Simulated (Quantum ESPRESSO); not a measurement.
The system is HgTe (Coloradoite).

```
CELL_PARAMETERS angstrom
0.00000 3.21450 3.21450
3.21450 0.00000 3.21450
3.21450 3.21450 0.00000
ATOMIC_POSITIONS crystal
Hg 0.00000 0.00000 0.00000
Te 0.75000 0.75000 0.75000
```

| Quantity | Value |
| --- | --- |
| Program | Quantum ESPRESSO 7.5 |
| Task | relaxation of cell and atoms |
| Functional | PBEsol |
| Dispersion | D4 |
| Potentials or basis | GBRV 1.5 PBEsol |
| Cutoff | 612 eV |
| Density cutoff | 4898 eV |
| k mesh | 7 × 7 × 7 |
| Occupations | fermi-dirac, width 0.05 eV |
| Spin | no spin polarisation |

At the start: pressure 1.1 GPa; volume 33.22 Å³/atom.

How do energy, volume and symmetry change on relaxing?

Over 3 steps the energy falls by 2.7 meV/atom and the volume is 33.97 Å³/atom (+2.3 %); space group F-43m (No. 216, to 0.05 Å).

The path:
| step | energy change (eV) | largest force (eV/Å) | pressure (GPa) | volume (Å³) |
| --- | --- | --- | --- | --- |
| 1 | 0.0000 | 0.0000 | 1.13 | 66.43 |
| 2 | -0.0021 | 0.0000 | 0.87 | 66.76 |
| 3 | -0.0055 | 0.0000 | 0.02 | 67.95 |

Final structure:
```xyz
2
Lattice="0.0000 3.2388 3.2388 3.2388 0.0000 3.2388 3.2388 3.2388 0.0000" Properties=species:S:1:pos:R:3 pbc="T T T"
Hg    0.0000    0.0000    0.0000
Te    4.8582    4.8582    4.8582
```

Caveat: pairwise dispersion overbinds metals, which lowers pressure and volume.
